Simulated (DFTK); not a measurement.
# MgO (Fm-3m) in DFTK: a series of runs

Aim: see how the results for MgO move with the level of theory and the settings. Levels: PBEsol, r2SCAN, BJ06. Tasks: band structure.

Program: DFTK 0.8.2. These are calculated values, not measurements. Logs are shortened: lines on timing, memory, paths and dates and some standing lists are left out, and cuts for length are marked.

**The experiment to reproduce.**

“Electronic structure of alkaline earth and post-transition metal oxides”, 2009, arxiv:0908.1581 quotes, for a bulk crystal of MgO: band gap 7.83 eV.

How close the calculation comes is told below.

## 1. The structure

Symmetry: Fm-3m, No. 225, cubic system. The conventional cell has a = 4.194 Å, b = 4.194 Å, c = 4.194 Å, α = 90.00°, β = 90.00°, γ = 90.00°. Mg (site symmetry m-3m) is surrounded by 6 O at 2.10 Å. O (site symmetry m-3m) is surrounded by 6 Mg at 2.10 Å.

The cell is a database's computed one.

## 2. Band structure, PBEsol

Contents of run.jl:

```julia
using DFTK
using PseudoPotentialData
using Unitful, UnitfulAtomic
using LinearAlgebra, Printf
include("save.jl")
disable_threading()

# lattice vectors are the columns
lattice = austrip(1u"Å") * [           0.0   2.0970013927   2.0970013927;
             2.0970013927            0.0   2.0970013927;
             2.0970013927   2.0970013927            0.0]
symbols   = [:Mg, :O]
positions = [[0.0, 0.0, 0.0],
             [0.5, 0.5, 0.5]]
pseudopotentials = Dict(:Mg => "Mg.upf", :O => "O.upf")
elements = Dict(s => ElementPsp(s, pseudopotentials; rcut=10.0) for s in unique(symbols))
atoms    = [elements[s] for s in symbols]

build_model(lattice, positions; symmetries=true) =
    model_DFT(lattice, atoms, positions;
              functionals=PBEsol(),
              temperature=austrip(0.05u"eV"),
              smearing=Smearing.FermiDirac(),
              symmetries)
Ecut  = 45.0  # hartree
kgrid = [11, 11, 11]
tol   = 1e-6
to_GPa = ustrip(uconvert(u"GPa", 1u"hartree/bohr^3"))

model = build_model(lattice, positions)
basis = PlaneWaveBasis(model; Ecut, kgrid)
display(basis)
scfres = self_consistent_field(basis;
                               tol,
                               nbandsalg=AdaptiveBands(model; n_bands_converge=13))
display(scfres.energies)
@printf "Fermi level: %.6f eV\n" ustrip(auconvert(u"eV", something(scfres.εF, NaN)))
forces = compute_forces_cart(scfres)
println("Forces (eV/Å)")
for (s, f) in zip(symbols, forces)
    @printf "%-3s %12.6f %12.6f %12.6f\n" s ustrip.(auconvert.(u"eV/Å", f))...
end
stress = compute_stresses_cart(scfres)
println("Stress (GPa)")
display(round.(stress * to_GPa; digits=4))
println("Levels at the first k-point (eV): ", round.(ustrip.(auconvert.(u"eV", scfres.eigenvalues[1][1:scfres.n_bands_converge])); digits=4))
save_scf!(scfres; forces, stress)

points = Dict("G" => [0.0, 0.0, 0.0], "K" => [0.375, 0.375, 0.75], "L" => [0.5, 0.5, 0.5], "U" => [0.625, 0.25, 0.625], "W" => [0.5, 0.25, 0.75], "X" => [0.5, 0.0, 0.5])
segments = [("G", "X", 7), ("X", "W", 4), ("W", "K", 3), ("K", "G", 7), ("G", "L", 6), ("L", "U", 4), ("U", "W", 3), ("W", "L", 5), ("L", "K", 4), ("U", "X", 3)]
kcoords = vcat([[points[a] + t * (points[b] - points[a]) for t in range(0, 1, n)] for (a, b, n) in segments]...)
bands = compute_bands(scfres, ExplicitKpoints(kcoords); n_bands=15, tol=1e-5)
for (k, ε) in zip(bands.basis.kpoints, bands.eigenvalues)
    @printf "%d %8.4f %8.4f %8.4f " k.spin k.coordinate...
    println(join([@sprintf("%9.4f", e) for e in ustrip.(auconvert.(u"eV", ε .- scfres.εF))]))
end
results["band_energies"] = rows(bands.eigenvalues); results["band_kpoints"] = rows(kcoords)
```

Potentials or basis: SG15 1.2 (PBE).

Launch:

```sh
> julia --threads=1 run.jl  # save.jl only writes the numbers to a file and isn't shown; printed stress counts tension as positive; times include loading and compiling
```

The program printed:

```text
PlaneWaveBasis discretization:

    Ecut                 : 45.0 Ha
    fft_size             : (36, 36, 36), 46656 total points
    kgrid                : MonkhorstPack([11, 11, 11])
    num.   red. kpoints  : 1331
    num. irred. kpoints  : 56

    Discretized Model(gga_x_pbe_sol+gga_c_pbe_sol, 3D):
        lattice (in Bohr)    : [0         , 3.96276   , 3.96276   ]
                               [3.96276   , 0         , 3.96276   ]
                               [3.96276   , 3.96276   , 0         ]
        unit cell volume     : 124.46 Bohr³

        atoms                : MgO
        atom potentials      : ElementPsp(:Mg, "Mg.upf")
                               ElementPsp(:O, "O.upf")

        num. electrons       : 16
        spin polarization    : none
        temperature          : 0.0018375 Ha
        smearing             : DFTK.Smearing.FermiDirac()

        terms                : Kinetic()
                               AtomicLocal()
                               AtomicNonlocal()
                               Ewald(nothing)
                               PspCorrection()
                               Hartree()
                               Xc(gga_x_pbe_sol, gga_c_pbe_sol)
                               Entropy()
n     Energy            log10(ΔE)   log10(Δρ)   Diag   Δtime
---   ---------------   ---------   ---------   ----   ------
  1   -70.20051920294                   -0.61    4.5    3.31s
  2   -70.23747584976       -1.43       -0.69    2.6    2.24s
  3   -70.27482666360       -1.43       -1.27    3.0    2.32s
  4   -70.27583936208       -2.99       -1.57    2.1    2.03s
  5   -70.27645724998       -3.21       -2.29    1.7    1.22s
  6   -70.27648243350       -4.60       -2.89    1.5    1.70s
  7   -70.27648305559       -6.21       -3.28    2.0    1.85s
  8   -70.27648315644       -7.00       -3.58    1.6    1.72s
  9   -70.27648317246       -7.80       -4.59    1.7    1.77s
 10   -70.27648317280       -9.47       -4.41    3.1    2.08s
 11   -70.27648317304       -9.62       -5.07    1.0    1.60s
 12   -70.27648317304      -11.31       -5.19    1.4    1.66s
 13   -70.27648317305      -11.17       -5.88    1.8    1.29s
 14   -70.27648317305      -12.16       -6.62    1.6    1.73s
Energy breakdown (in Ha):
    Kinetic             36.1522686
    AtomicLocal         -56.4096250
    AtomicNonlocal      -9.4853707
    Ewald               -47.5873828
    PspCorrection       1.8629121
    Hartree             15.6319072
    Xc                  -10.4411926
    Entropy             0.0000000

    total               -70.276483173052
Fermi level: 8.057703 eV
Forces (eV/Å)
Mg     -0.000000     0.000000     0.000000
O      -0.000000     0.000000     0.000000
Stress (GPa)
3×3 StaticArraysCore.SMatrix{3, 3, Float64, 9} with indices SOneTo(3)×SOneTo(3):
 -3.5435  -0.0     -0.0
 -0.0     -3.5435   0.0
  0.0      0.0     -3.5435
Levels at the first k-point (eV): [-66.3223, -33.0706, -33.0706, -33.0706, -11.6293, 5.6892, 5.6892, 5.6892, 10.4262, 21.4778, 21.4778, 21.4778, 25.23]
1   0.0000   0.0000   0.0000  -74.3800 -41.1283 -41.1283 -41.1283 -19.6870  -2.3685  -2.3685  -2.3685   2.3685  13.4201  13.4201  13.4201  17.1723  19.2745  19.2745
1   0.0833   0.0000   0.0833  -74.3792 -41.1343 -41.1304 -41.1304 -19.5823  -2.9078  -2.4794  -2.4794   2.9808  12.1228  13.6686  13.6686  17.7713  18.9419  19.4916
1   0.1667   0.0000   0.1667  -74.3769 -41.1502 -41.1360 -41.1360 -19.2941  -3.9949  -2.7654  -2.7654   4.2971  10.2458  14.3186  14.3186  15.4135  20.1361  22.2353
1   0.2500   0.0000   0.2500  -74.3738 -41.1707 -41.1438 -41.1438 -18.8952  -5.0641  -3.1223  -3.1223   5.7475   8.6773  13.2131  15.1503  15.1503  21.1823  25.1970
1   0.3333   0.0000   0.3333  -74.3705 -41.1898 -41.1516 -41.1516 -18.4918  -5.8846  -3.4468  -3.4468   6.9774   7.5337  11.5673  15.9412  15.9412  22.5559  24.8821
1   0.4167   0.0000   0.4167  -74.3682 -41.2030 -41.1573 -41.1573 -18.1948  -6.3778  -3.6672  -3.6672   6.8420   7.5938  10.8316  16.5136  16.5136  23.7388  24.0177
[... 38 lines left out ...]
1   0.5625   0.1250   0.5625  -74.3674 -41.2039 -41.1656 -41.1574 -18.0687  -6.3860  -4.2121  -3.6912   7.0214   8.1922  10.5898  16.3354  16.4528  23.8679  25.1823
1   0.5000   0.0000   0.5000  -74.3674 -41.2076 -41.1594 -41.1594 -18.0861  -6.5389  -3.7446  -3.7446   6.6107   7.6717  10.7565  16.7255  16.7255  23.2379  24.7869
```

Wall time 62 s (1 thread of AMD EPYC 9R45 (Zen 5), shared host); peak memory 1.6 GiB.

Results:

- Free energy: -1912.3205 eV
- Pressure: 3.5 GPa
- Band gap on the k mesh: 4.74 eV, direct
- Band gap along the path: 4.74 eV, direct

Levels at the corners of the path, in eV from the valence-band top:
```csv
point,band 6,band 7,band 8,band 9,band 10,band 11
Γ,0.00,0.00,0.00,4.74,15.79,15.79
X,-4.17,-1.38,-1.38,8.98,10.04,13.12
W,-3.03,-3.03,-1.82,11.61,11.61,12.28
K,-3.57,-2.78,-1.17,10.02,11.86,12.53
Γ,0.00,0.00,0.00,4.74,15.79,15.79
L,-4.74,-0.67,-0.67,7.83,12.67,16.37
U,-3.57,-2.78,-1.17,10.02,11.86,12.53
W,-3.03,-3.03,-1.82,11.61,11.61,12.28
L,-4.74,-0.67,-0.67,7.83,12.67,16.37
K,-3.57,-2.78,-1.17,10.02,11.86,12.53
U,-3.57,-2.78,-1.17,10.02,11.86,12.53
X,-4.17,-1.38,-1.38,8.98,10.04,13.12
```

Caveat: the potentials were made for another functional, which shifts forces and pressure.

## 3. Band structure, r2SCAN

run.jl: that of step 2 with these lines changed.

```diff
@@ -20,3 +20,3 @@
     model_DFT(lattice, atoms, positions;
-              functionals=PBEsol(),
+              functionals=r2SCAN(),
               temperature=austrip(0.05u"eV"),
```

Potentials or basis: SG15 1.2 (PBE).

Launch:

```sh
> julia --threads=1 run.jl  # save.jl only writes the numbers to a file and isn't shown; printed stress counts tension as positive; times include loading and compiling
```

Run time: 2.3 min. Hardware: 1 thread of AMD EPYC 9R45 (Zen 5), shared host; peak memory 1.7 GiB.

It converged, with:

| Property | Result |
| --- | --- |
| Free energy | -1918.2659 eV |
| Pressure | 2.5 GPa |
| Band gap on the k mesh | 5.66 eV, direct |
| Band gap along the path | 5.66 eV, direct |

Levels at the corners of the path, in eV from the valence-band top:
| point | band 5 | band 6 | band 7 | band 8 | band 9 | band 10 | band 11 | band 12 |
| --- | --- | --- | --- | --- | --- | --- | --- | --- |
| Γ | -18.42 | 0.00 | 0.00 | 0.00 | 5.66 | 16.97 | 16.97 | 16.97 |
| X | -16.93 | -4.11 | -1.37 | -1.37 | 10.07 | 11.31 | 14.52 | 20.86 |
| W | -16.87 | -2.97 | -2.97 | -1.80 | 12.84 | 12.84 | 13.64 | 17.05 |
| K | -16.90 | -3.51 | -2.73 | -1.18 | 11.18 | 13.19 | 13.86 | 19.84 |
| Γ | -18.42 | 0.00 | 0.00 | 0.00 | 5.66 | 16.97 | 16.97 | 16.97 |
| L | -17.13 | -4.66 | -0.69 | -0.69 | 8.94 | 14.00 | 17.87 | 17.87 |
| U | -16.90 | -3.51 | -2.73 | -1.18 | 11.18 | 13.19 | 13.86 | 19.84 |
| W | -16.87 | -2.97 | -2.97 | -1.80 | 12.84 | 12.84 | 13.64 | 17.05 |
| L | -17.13 | -4.66 | -0.69 | -0.69 | 8.94 | 14.00 | 17.87 | 17.87 |
| K | -16.90 | -3.51 | -2.73 | -1.18 | 11.18 | 13.19 | 13.86 | 19.84 |
| U | -16.90 | -3.51 | -2.73 | -1.18 | 11.18 | 13.19 | 13.86 | 19.84 |
| X | -16.93 | -4.11 | -1.37 | -1.37 | 10.07 | 11.31 | 14.52 | 20.86 |

Caveat: the potentials were made for another functional, which shifts forces and pressure.

## 4. Band structure, BJ06

run.jl: that of step 3 with these lines changed.

```diff
@@ -20,3 +20,3 @@
     model_DFT(lattice, atoms, positions;
-              functionals=r2SCAN(),
+              functionals=[:mgga_x_tb09, :lda_c_pw],
               temperature=austrip(0.05u"eV"),
@@ -37,12 +37,4 @@
 @printf "Fermi level: %.6f eV\n" ustrip(auconvert(u"eV", something(scfres.εF, NaN)))
-forces = compute_forces_cart(scfres)
-println("Forces (eV/Å)")
-for (s, f) in zip(symbols, forces)
-    @printf "%-3s %12.6f %12.6f %12.6f\n" s ustrip.(auconvert.(u"eV/Å", f))...
-end
-stress = compute_stresses_cart(scfres)
-println("Stress (GPa)")
-display(round.(stress * to_GPa; digits=4))
 println("Levels at the first k-point (eV): ", round.(ustrip.(auconvert.(u"eV", scfres.eigenvalues[1][1:scfres.n_bands_converge])); digits=4))
-save_scf!(scfres; forces, stress)
+save_scf!(scfres)
```

Potentials or basis: SG15 1.2 (PBE).

Launch:

```sh
> julia --threads=1 run.jl  # save.jl only writes the numbers to a file and isn't shown; printed stress counts tension as positive; times include loading and compiling
```

The program printed:

```text
PlaneWaveBasis discretization:

    Ecut                 : 45.0 Ha
    fft_size             : (36, 36, 36), 46656 total points
    kgrid                : MonkhorstPack([11, 11, 11])
    num.   red. kpoints  : 1331
    num. irred. kpoints  : 56

    Discretized Model(mgga_x_tb09+lda_c_pw, 3D):
        lattice (in Bohr)    : [0         , 3.96276   , 3.96276   ]
                               [3.96276   , 0         , 3.96276   ]
                               [3.96276   , 3.96276   , 0         ]
        unit cell volume     : 124.46 Bohr³

        atoms                : MgO
        atom potentials      : ElementPsp(:Mg, "Mg.upf")
                               ElementPsp(:O, "O.upf")

[... 60 lines left out ...]
 46   -60.84752467356   +   -5.20       -5.33       -4.62    3.1    2.89s
 47   -60.84752548956       -6.09       -5.44       -5.77    1.4    2.33s
 48   -60.84752262993   +   -5.54       -5.95       -4.92    2.0    3.08s
 49   -60.84752460024       -5.71       -6.00       -5.14    2.0    2.12s
Energy breakdown (in Ha):
    Kinetic             35.8497803
    AtomicLocal         -56.0615128
    AtomicNonlocal      -9.4728970
    Ewald               -47.5873828
    PspCorrection       1.8629121
    Hartree             15.5799987
    Xc                  -1.0184231
    Entropy             0.0000000

    total               -60.847524600239
Fermi level: 7.373381 eV
Levels at the first k-point (eV): [-67.549, -34.4134, -34.4134, -34.4134, -12.8821, 4.4911, 4.4911, 4.4911, 10.2557, 20.9146, 20.9146, 20.9146, 25.379]
1   0.0000   0.0000   0.0000  -74.9224 -41.7868 -41.7868 -41.7868 -20.2555  -2.8823  -2.8823  -2.8823   2.8823  13.5412  13.5412  13.5412  18.0056  19.0357  19.0357
1   0.0833   0.0000   0.0833  -74.9216 -41.7924 -41.7887 -41.7887 -20.1549  -3.3628  -2.9906  -2.9906   3.4434  12.3900  13.8038  13.8038  17.6235  19.2485  19.6289
1   0.1667   0.0000   0.1667  -74.9193 -41.8072 -41.7940 -41.7940 -19.8783  -4.3830  -3.2705  -3.2705   4.7114  10.5977  14.4961  14.4961  15.3559  19.8788  22.8370
1   0.2500   0.0000   0.2500  -74.9163 -41.8264 -41.8013 -41.8013 -19.4969  -5.4199  -3.6208  -3.6208   6.1419   9.0637  13.2603  15.3941  15.3941  20.8961  25.2681
1   0.3333   0.0000   0.3333  -74.9130 -41.8442 -41.8086 -41.8086 -19.1126  -6.2266  -3.9401  -3.9401   7.3121   7.9364  11.7840  16.2628  16.2628  22.2157  25.1006
1   0.4167   0.0000   0.4167  -74.9108 -41.8564 -41.8140 -41.8140 -18.8310  -6.7145  -4.1574  -4.1574   7.2524   7.7789  11.3037  16.9037  16.9037  23.5818  23.8632
[... 38 lines left out ...]
1   0.5625   0.1250   0.5625  -74.9101 -41.8573 -41.8218 -41.8140 -18.7115  -6.7269  -4.6687  -4.1818   7.4137   8.3194  11.1656  16.7124  16.7915  23.9533  24.7829
1   0.5000   0.0000   0.5000  -74.9100 -41.8607 -41.8160 -41.8160 -18.7282  -6.8745  -4.2339  -4.2339   7.0235   7.7845  11.3492  17.1444  17.1444  23.3143  24.2700
```

It took 2.4 min on 1 thread of AMD EPYC 9R45 (Zen 5), shared host; peak memory 1.6 GiB.

What came out:

```
Band gap on the k mesh  : 5.76 eV, direct
Band gap along the path : 5.76 eV, direct
```

Levels at the corners of the path, in eV from the valence-band top:
| point | band 4 | band 5 | band 6 | band 7 | band 8 | band 9 | band 10 | band 11 | band 12 | band 13 |
| --- | --- | --- | --- | --- | --- | --- | --- | --- | --- | --- |
| Γ | -38.90 | -17.37 | 0.00 | 0.00 | 0.00 | 5.76 | 16.42 | 16.42 | 16.42 | 20.89 |
| X | -38.93 | -15.85 | -3.99 | -1.35 | -1.35 | 9.91 | 10.67 | 14.23 | 20.03 | 20.03 |
| W | -38.94 | -15.78 | -2.89 | -2.89 | -1.76 | 12.59 | 12.59 | 12.89 | 16.34 | 22.85 |
| K | -38.93 | -15.82 | -3.42 | -2.67 | -1.15 | 10.90 | 12.55 | 13.58 | 18.95 | 19.21 |
| Γ | -38.90 | -17.37 | 0.00 | 0.00 | 0.00 | 5.76 | 16.42 | 16.42 | 16.42 | 20.89 |
| L | -38.91 | -16.06 | -4.54 | -0.66 | -0.66 | 8.80 | 13.71 | 16.85 | 16.85 | 21.86 |
| U | -38.93 | -15.82 | -3.42 | -2.67 | -1.15 | 10.90 | 12.55 | 13.58 | 18.95 | 19.21 |
| W | -38.94 | -15.78 | -2.89 | -2.89 | -1.76 | 12.59 | 12.59 | 12.89 | 16.34 | 22.85 |
| L | -38.91 | -16.06 | -4.54 | -0.66 | -0.66 | 8.80 | 13.71 | 16.85 | 16.85 | 21.86 |
| K | -38.93 | -15.82 | -3.42 | -2.67 | -1.15 | 10.90 | 12.55 | 13.58 | 18.95 | 19.21 |
| U | -38.93 | -15.82 | -3.42 | -2.67 | -1.15 | 10.90 | 12.55 | 13.58 | 18.95 | 19.21 |
| X | -38.93 | -15.85 | -3.99 | -1.35 | -1.35 | 9.91 | 10.67 | 14.23 | 20.03 | 20.03 |

Caveat: the program leaves the constant c of mgga_x_tb09 at 1, so the potential is Becke-Johnson's (BJ06) and not Tran and Blaha's, with levels but no total energy; the potentials were made for another functional, which shifts forces and pressure.

## 5. Summary

```tsv
level	gap on the mesh (eV)	pressure (GPa)
PBEsol	4.74	3.5
r2SCAN	5.66	2.5
BJ06	5.76	-
```

Alike in all rows: task band structure; potentials or basis SG15 1.2 (PBE); no spin polarisation; cell as given; k mesh 11 × 11 × 11; cutoff (eV) 1225; smearing fermi-dirac 0.05 eV.

On the cell as given the gap runs from 4.74 eV (PBEsol) to 5.76 eV (BJ06).

Caveats: the potentials were made for another functional, which shifts forces and pressure; the program leaves the constant c of mgga_x_tb09 at 1, so the potential is Becke-Johnson's (BJ06) and not Tran and Blaha's, with levels but no total energy (some runs).

Absolute energies hang on the potentials; compare differences alone.

## 6. Against experiment

Step 2. Against the measured gap of MgO, 7.83 eV (quoted in “Electronic structure of alkaline earth and post-transition metal oxides”, 2009, arxiv:0908.1581), the calculated 4.74 eV is off by -3.09 eV. The value is that of PBEsol, without temperature or zero-point motion. Semilocal functionals fall short of measured gaps as a rule. The cell is a database's relaxed one, not the measured one, which moves gaps too.

Step 3. Against the measured gap of MgO, 7.83 eV (quoted in “Electronic structure of alkaline earth and post-transition metal oxides”, 2009, arxiv:0908.1581), the calculated 5.66 eV is off by -2.17 eV. The value is that of r2SCAN, without temperature or zero-point motion. The cell is a database's relaxed one, not the measured one, which moves gaps too.

Step 4. Measured gap of MgO: 7.83 eV (quoted in “Electronic structure of alkaline earth and post-transition metal oxides”, 2009, arxiv:0908.1581). This calculation gives 5.76 eV (-2.07 eV). The value is that of BJ06, without temperature or zero-point motion. The cell is a database's relaxed one, not the measured one, which moves gaps too.
